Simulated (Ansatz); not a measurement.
## YN in Ansatz: the effect of functional

The system is YN.

```
CELL_PARAMETERS angstrom
0.00000 2.43850 2.43850
2.43850 0.00000 2.43850
2.43850 2.43850 0.00000
ATOMIC_POSITIONS crystal
Y 0.00000 0.00000 0.00000
N 0.50000 0.50000 0.50000
```

Alike in all runs:

```yaml
Program: Ansatz 0.2.0
Task: projected density of states
Potentials_or_basis: Ansatz PAW
Cutoff: "420 eV (not typed: the program's choice for these potentials)"
k_mesh: 5 × 5 × 5
Occupations: fermi-dirac, width 0.05 eV
Spin: no spin polarisation
```

```csv
functional,gap on the mesh (eV),pressure (GPa)
PBE,?,?
RPBE,0.39,6.5
revPBE,0.38,5.7
BLYP,0.49,8.2
```

Problem. What does the run with functional PBE give?

Solution. gap on the mesh 0.34 eV; pressure 3.3 GPa.

Caveats: all runs use coarse meshes; odd divisions of the mesh miss points on the zone boundary, where band edges often lie, so the gap on the mesh can be too wide; the density of states is complete only up to the lowest level of the last band computed; the PAW data sets come from PBE, with cores solved anew for the run's functional, which leaves a small shift of forces and pressure (some runs).

A k mesh can miss the band edges.
